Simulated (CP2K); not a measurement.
# MoS2 (P6_3/mmc) in CP2K: notebook

The runs below take MoS2 through band structure, with PBE, LDA, PBEsol, r2SCAN, TB-mBJ.

Program: CP2K 2026.2. These are calculated values, not measurements. Logs are shortened: lines on timing, memory, paths and dates and some standing lists are left out, and cuts for length are marked.

**Experimental background.**

From “Multiwavelength excitation Raman Scattering Analysis of bulk and 2 dimensional MoS2: Vibrational properties of atomically thin MoS2 layers”, 2015, arxiv:1506.03228, for a bulk crystal of MoS2 at 300 K: band gap 1.3 eV (indirect).

The runs below are set against these values where they give the same quantity.

**1. The structure**

It takes space group P6_3/mmc (No. 194, hexagonal). The conventional cell has a = 3.169 Å, b = 3.169 Å, c = 12.324 Å, α = 90.00°, β = 90.00°, γ = 120.00°. Mo (site symmetry -6m2) has 6 S at 2.41 Å as nearest neighbours. S (site symmetry 3m) is surrounded by 3 Mo at 2.41 Å.

**2. Band structure, PBE**

mos2_bands.inp

```
&GLOBAL
  PROJECT mos2_bands
  RUN_TYPE ENERGY_FORCE
  PRINT_LEVEL LOW
&END GLOBAL
&FORCE_EVAL
  METHOD QS
  STRESS_TENSOR ANALYTICAL
  &DFT
    BASIS_SET_FILE_NAME BASIS_MOLOPT_UZH
    POTENTIAL_FILE_NAME POTENTIAL_UZH
    &MGRID
      CUTOFF 450
      REL_CUTOFF 60
      NGRIDS 4
    &END MGRID
    &QS
      METHOD GPW
      EPS_DEFAULT 1.0E-9
    &END QS
    &KPOINTS
      SCHEME MONKHORST-PACK 10 10 3
      GAMMA_CENTERED T
      SYMMETRY T
      SYMMETRY_BACKEND SPGLIB
    &END KPOINTS
    &SCF
      SCF_GUESS ATOMIC
      EPS_SCF 1.0E-6
      MAX_SCF 100
      ADDED_MOS 24
      CHOLESKY OFF
      EPS_EIGVAL 1.0E-7
      &DIAGONALIZATION ON
        ALGORITHM STANDARD
      &END DIAGONALIZATION
      &MIXING ON
        METHOD BROYDEN_MIXING
        ALPHA 0.4
        BETA 1.5
        NBUFFER 8
      &END MIXING
      &SMEAR ON
        METHOD FERMI_DIRAC
        ELECTRONIC_TEMPERATURE [K] 1160.452
      &END SMEAR
    &END SCF
    &XC
      &XC_FUNCTIONAL PBE
      &END XC_FUNCTIONAL
    &END XC
    &PRINT
      &KPOINTS ON
      &END KPOINTS
      &MULLIKEN ON
      &END MULLIKEN
      &MO ON
        ENERGIES T
        OCCUPATION_NUMBERS T
        &EACH
          QS_SCF 0
        &END EACH
        ADD_LAST NUMERIC
      &END MO
      &LOWDIN ON
      &END LOWDIN
      &HIRSHFELD ON
        SHAPE_FUNCTION DENSITY
      &END HIRSHFELD
      &BAND_STRUCTURE
        FILE_NAME bands.bs
        ADDED_MOS 4
        &KPOINT_SET
          UNITS B_VECTOR
          NPOINTS 6
          SPECIAL_POINT GAMMA 0.00000000 0.00000000 0.00000000
          SPECIAL_POINT M 0.50000000 0.00000000 0.00000000
          SPECIAL_POINT K 0.33333333 0.33333333 0.00000000
          SPECIAL_POINT GAMMA 0.00000000 0.00000000 0.00000000
          SPECIAL_POINT A 0.00000000 0.00000000 0.50000000
          SPECIAL_POINT L 0.50000000 0.00000000 0.50000000
          SPECIAL_POINT H 0.33333333 0.33333333 0.50000000
          SPECIAL_POINT A 0.00000000 0.00000000 0.50000000
        &END KPOINT_SET
        &KPOINT_SET
          UNITS B_VECTOR
          NPOINTS 6
          SPECIAL_POINT L 0.50000000 0.00000000 0.50000000
          SPECIAL_POINT M 0.50000000 0.00000000 0.00000000
        &END KPOINT_SET
        &KPOINT_SET
          UNITS B_VECTOR
          NPOINTS 6
          SPECIAL_POINT K 0.33333333 0.33333333 0.00000000
          SPECIAL_POINT H 0.33333333 0.33333333 0.50000000
        &END KPOINT_SET
      &END BAND_STRUCTURE
    &END PRINT
  &END DFT
  &SUBSYS
    &CELL
      ABC 3.1690000000 3.1690000000 12.3240000000
      ALPHA_BETA_GAMMA 90.0000000000 90.0000000000 119.9999999999
      PERIODIC XYZ
    &END CELL
    &COORD
      Mo  1.5845000002 0.9148115014 9.2430000000
      Mo  -0.0000000002 1.8296230032 3.0810000000
      S   1.5845000002 0.9148115014 4.6461480000
      S   -0.0000000002 1.8296230032 10.8081480000
      S   1.5845000002 0.9148115014 1.5158520000
      S   -0.0000000002 1.8296230032 7.6778520000
    &END COORD
    &KIND Mo
      BASIS_SET TZVP-MOLOPT-PBE-GTH-q14
      POTENTIAL GTH-PBE-q14
    &END KIND
    &KIND S
      BASIS_SET TZVP-MOLOPT-PBE-GTH-q6
      POTENTIAL GTH-PBE-q6
    &END KIND
    &PRINT
      &ATOMIC_COORDINATES ON
      &END ATOMIC_COORDINATES
      &CELL ON
      &END CELL
      &SYMMETRY ON
      &END SYMMETRY
    &END PRINT
  &END SUBSYS
  &PRINT
    &FORCES ON
    &END FORCES
    &STRESS_TENSOR ON
    &END STRESS_TENSOR
  &END PRINT
&END FORCE_EVAL
```

Potentials or basis: POTENTIAL_UZH Mo GTH-PBE-q14, S GTH-PBE-q6; TZVP-MOLOPT-PBE-GTH basis.

Command:

```bash
> OMP_NUM_THREADS=1 mpirun -n 2 cp2k.psmp -i mos2_bands.inp -o mos2_bands.out
```

mos2_bands.out:

```text

 CP2K| version string:                                       CP2K version 2026.2
 CP2K| Input file name                                            mos2_bands.inp

 GLOBAL| Force Environment number                                              1
 GLOBAL| Basis set file name                                    BASIS_MOLOPT_UZH
 GLOBAL| Potential file name                                       POTENTIAL_UZH
 GLOBAL| MM Potential file name                                     MM_POTENTIAL
 GLOBAL| Coordinate file name                                      __STD_INPUT__
 GLOBAL| Method name                                                        CP2K
 GLOBAL| Project name                                                 mos2_bands
 GLOBAL| Run type                                                   ENERGY_FORCE
 GLOBAL| FFT library                                                       FFTW3
 GLOBAL| Diagonalization library                                       ScaLAPACK
 GLOBAL| Cholesky decomposition library                                ScaLAPACK
 GLOBAL| DGEMM library                                                      BLAS
 GLOBAL| Direct generalized diagonalization requested                          F
 GLOBAL| Matrix multiplication library                                 ScaLAPACK
 GLOBAL| Global print level                                                  LOW
 GLOBAL| Total number of message passing processes                             2
 GLOBAL| Number of threads for this process                                    1
 GLOBAL| CPU model name                                                  UNKNOWN

 CELL| Volume [angstrom^3]:                                           107.183220
 CELL| Vector a [angstrom]:       3.169     0.000     0.000   |a| =     3.169000
 CELL| Vector b [angstrom]:      -1.584     2.744     0.000   |b| =     3.169000
 CELL| Vector c [angstrom]:       0.000     0.000    12.324   |c| =    12.324000
 CELL| Angle (b,c), alpha [degree]:                                    90.000000
 CELL| Angle (a,c), beta  [degree]:                                    90.000000
 CELL| Angle (a,b), gamma [degree]:                                   120.000000
 CELL| Numerically orthorhombic:                                              NO
 CELL| Periodicity                                                           XYZ

 CELL_REF| Volume [angstrom^3]:                                       107.183220
 CELL_REF| Vector a [angstrom     3.169     0.000     0.000   |a| =     3.169000
 CELL_REF| Vector b [angstrom    -1.584     2.744     0.000   |b| =     3.169000
 CELL_REF| Vector c [angstrom     0.000     0.000    12.324   |c| =    12.324000
 CELL_REF| Angle (b,c), alpha [degree]:                                90.000000
 CELL_REF| Angle (a,c), beta  [degree]:                                90.000000
 CELL_REF| Angle (a,b), gamma [degree]:                               120.000000
 CELL_REF| Numerically orthorhombic:                                          NO
 CELL_REF| Periodicity                                                       XYZ
[... 9 lines left out ...]
 TOTAL NUMBERS AND MAXIMUM NUMBERS

  Total number of            - Atomic kinds:                                   2
                             - Atoms:                                          6
                             - Shell sets:                                     6
                             - Shells:                                        50
                             - Primitive Cartesian functions:                 28
                             - Cartesian basis functions:                    154
                             - Spherical basis functions:                    138

  Maximum angular momentum of- Orbital basis functions:                        3
                             - Local part of the GTH pseudopotential:          2
                             - Non-local part of the GTH pseudopotential:      4

 MODULE QUICKSTEP: ATOMIC COORDINATES IN ANGSTROM

   Atom Kind Element         X             Y             Z       Z(eff)     Mass
      1    1 Mo   42      1.584500      0.914812      9.243000  14.0000  95.9600
      2    1 Mo   42     -0.000000      1.829623      3.081000  14.0000  95.9600
      3    2 S    16      1.584500      0.914812      4.646148   6.0000  32.0650
      4    2 S    16     -0.000000      1.829623     10.808148   6.0000  32.0650
      5    2 S    16      1.584500      0.914812      1.515852   6.0000  32.0650
      6    2 S    16     -0.000000      1.829623      7.677852   6.0000  32.0650

 Crystal Symmetry Information
       International Symbol:                                            P6_3/mmc
       Point Group Symbol:                                                 6/mmm
       Schoenflies Symbol:                                                 D6h^4
[... 103 lines left out ...]
  Total charge density on r-space grids:       -0.0000000421
  Total charge density g-space grids:          -0.0000000421

  Overlap energy of the core charge distribution:               0.00000000001006
  Self energy of the core charge distribution:               -352.25771164308082
  Core Hamiltonian energy:                                     79.54395999709185
  Hartree energy:                                             120.86167000266036
  Exchange-correlation energy:                                -24.83294963013054
  Electronic entropic energy:                                  -0.00002325359381
  Fermi energy:                                                 0.33799923545472

  Total energy:                                              -176.68505452699856
  Total energy (extrapolated to T->0):                       -176.68504290020167

 MO| EIGENVALUES AND OCCUPATION NUMBERS FOR K POINT 1
 MO|
 MO|  Index      Eigenvalue [a.u.]        Eigenvalue [eV]             Occupation
 MO|      1              -1.932368             -52.582407               2.000000
 MO|      2              -1.932367             -52.582372               2.000000
 MO|      3              -0.992040             -26.994770               2.000000
 MO|      4              -0.992038             -26.994730               2.000000
 MO|      5              -0.985552             -26.818222               2.000000
 MO|      6              -0.985549             -26.818162               2.000000
[... 770 lines left out ...]
 MO|     49               0.822941              22.393374               0.000000
 MO|     50               0.829332              22.567276               0.000000
 MO| Sum:                                                              52.000167
 MO| E(Fermi):            0.337999 a.u.          9.197427 eV

 !-----------------------------------------------------------------------------!
                     Mulliken Population Analysis

 #  Atom  Element  Kind  Atomic population                           Net charge
       1     Mo       1         14.324716                             -0.324716
       2     Mo       1         14.324709                             -0.324709
       3     S        2          5.837645                              0.162355
       4     S        2          5.837642                              0.162358
       5     S        2          5.837645                              0.162355
       6     S        2          5.837642                              0.162358
 # Total charge                             52.000000                  0.000000

 !-----------------------------------------------------------------------------!

 !-----------------------------------------------------------------------------!
                           Hirshfeld Charges

  #Atom  Element  Kind  Ref Charge     Population                    Net charge
      1       Mo     1      14.000         13.769                         0.231
      2       Mo     1      14.000         13.769                         0.231
      3       S      2       6.000          6.116                        -0.116
      4       S      2       6.000          6.116                        -0.116
      5       S      2       6.000          6.116                        -0.116
      6       S      2       6.000          6.116                        -0.116

  Total Charge                                                           -0.000
 !-----------------------------------------------------------------------------!

 LOWDIN POPULATION ANALYSIS

 #  Atom  Element  Kind  Atomic population                           Net charge
       1     Mo       1         15.758440                             -1.758440
       2     Mo       1         15.758440                             -1.758440
       3     S        2          5.121105                              0.878895
       4     S        2          5.120454                              0.879546
       5     S        2          5.120454                              0.879546
       6     S        2          5.121105                              0.878895
 # Total charge                             52.000000                 -0.000000

 KPOINTS| Band Structure Calculation
 KPOINTS| Number of k-point sets                                               3
 KPOINTS| Number of added MOs/bands                                            4
 KPOINTS| Number of k-points in set    1                                      43
 KPOINTS| In units of b-vector [2pi/Bohr]
 KPOINTS| Special point     1       GAMMA     0.000000     0.000000     0.000000
 KPOINTS| Special point     2           M     0.500000     0.000000     0.000000
 KPOINTS| Special point     3           K     0.333333     0.333333     0.000000
 KPOINTS| Special point     4       GAMMA     0.000000     0.000000     0.000000
 KPOINTS| Special point     5           A     0.000000     0.000000     0.500000
 KPOINTS| Special point     6           L     0.500000     0.000000     0.500000
 KPOINTS| Special point     7           H     0.333333     0.333333     0.500000
 KPOINTS| Special point     8           A     0.000000     0.000000     0.500000
 KPOINTS| Number of k-points in set    2                                       7
 KPOINTS| In units of b-vector [2pi/Bohr]
 KPOINTS| Special point     1           L     0.500000     0.000000     0.500000
 KPOINTS| Special point     2           M     0.500000     0.000000     0.000000
 KPOINTS| Number of k-points in set    3                                       7
 KPOINTS| In units of b-vector [2pi/Bohr]
 KPOINTS| Special point     1           K     0.333333     0.333333     0.000000
 KPOINTS| Special point     2           H     0.333333     0.333333     0.500000

 ENERGY| Total FORCE_EVAL ( QS ) energy [hartree]           -176.685061763989665

 FORCES| Atomic forces [hartree/bohr]
 FORCES|   Atom     x               y               z               |f|
 FORCES|      1  3.64144707E-09 -2.49909497E-08  4.73859493E-10   2.52593002E-08
 FORCES|      2 -5.89563771E-10  1.56025670E-08 -6.34905218E-10   1.56266051E-08
 FORCES|      3  1.38808343E-09 -3.42659955E-08  2.19742413E-03   2.19742413E-03
 FORCES|      4 -2.91381176E-09  3.89605870E-08  2.19740976E-03   2.19740976E-03
 FORCES|      5  1.38807874E-09 -3.42661130E-08 -2.19742338E-03   2.19742338E-03
 FORCES|      6 -2.91381621E-09  3.89603246E-08 -2.19741035E-03   2.19741036E-03
 FORCES| Sum     4.17486477E-13  4.20317283E-13 -7.14905565E-14
 FORCES| Total atomic force                                       5.96718088E-13

 STRESS| Analytical stress tensor [bar]
 STRESS|                        x                   y                   z
 STRESS|      x        3.23359889087E+04   4.59937875091E-02   7.09524772967E-09
 STRESS|      y        4.59937875091E-02   3.23364182742E+04   3.37987091025E-07
 STRESS|      z        7.09524772967E-09   3.37987091025E-07   3.81040537783E+04
 STRESS| 1/3 Trace                                             3.42588203204E+04
 STRESS| Determinant                                           3.98427441399E+13

 STRESS| Eigenvectors and eigenvalues of the analytical stress tensor [bar]
 STRESS|                        1                   2                   3
 STRESS| Eigenvalues   3.23359840371E+04   3.23364231458E+04   3.81040537783E+04
 STRESS|      x           0.994437385781      0.105329415464      0.000000000001
 STRESS|      y          -0.105329415464      0.994437385781      0.000000000059
 STRESS|      z           0.000000000005     -0.000000000058      1.000000000000
```

Run time: 43 s. Hardware: 2 MPI ranks of Arm Neoverse V1, shared host.

Results:

* Free energy: -4807.8450 eV
* Pressure: 3.4 GPa
* Largest force: 0.113 eV/Å
* Band gap along the path: 0.89 eV, indirect (least direct gap 1.68 eV)
* Mulliken charges: Mo -0.32; S +0.16 e
* Hirshfeld charges: Mo +0.23; S -0.12 e

Forces on the atoms (eV/Å):
```
Mo   0.000  0.000  0.000
Mo   0.000  0.000  0.000
S    0.000  0.000  0.113
S    0.000  0.000  0.113
S    0.000  0.000 -0.113
S    0.000  0.000 -0.113
```

Levels at the corners of the path, in eV from the valence-band top:
```tsv
point	band 22	band 23	band 24	band 25	band 26	band 27	band 28	band 29	band 30	band 31
Γ	-2.17	-2.17	-1.20	-1.15	0.00	2.11	2.11	2.13	2.13	2.27
M	-2.49	-1.74	-1.55	-1.39	-1.27	1.62	1.66	2.02	2.27	2.86
K	-3.79	-2.72	-2.72	-0.77	-0.62	1.06	1.06	1.86	2.86	2.86
Γ	-2.17	-2.17	-1.20	-1.15	0.00	2.11	2.11	2.13	2.13	2.27
A	-2.19	-2.19	-2.19	-0.27	-0.27	2.11	2.11	2.11	2.11	2.36
L	-2.63	-1.65	-1.65	-1.32	-1.32	1.64	1.64	2.16	2.16	3.24
H	-3.43	-2.90	-2.90	-0.70	-0.70	1.06	1.06	2.33	2.33	2.90
A	-2.19	-2.19	-2.19	-0.27	-0.27	2.11	2.11	2.11	2.11	2.36
L	-2.63	-1.65	-1.65	-1.32	-1.32	1.64	1.64	2.16	2.16	3.24
M	-2.49	-1.74	-1.55	-1.39	-1.27	1.62	1.66	2.02	2.27	2.86
K	-3.79	-2.72	-2.72	-0.77	-0.62	1.06	1.06	1.86	2.86	2.86
H	-3.43	-2.90	-2.90	-0.70	-0.70	1.06	1.06	2.33	2.33	2.90
```

Caveat: Mulliken charges move with the basis; this functional lacks dispersion, which binds the layers, so the pressure and a relaxed spacing across them are unreliable; the basis of atomic orbitals isn't converged, which shifts pressures, moduli and gaps.

(Continued in part 2 of 3.)
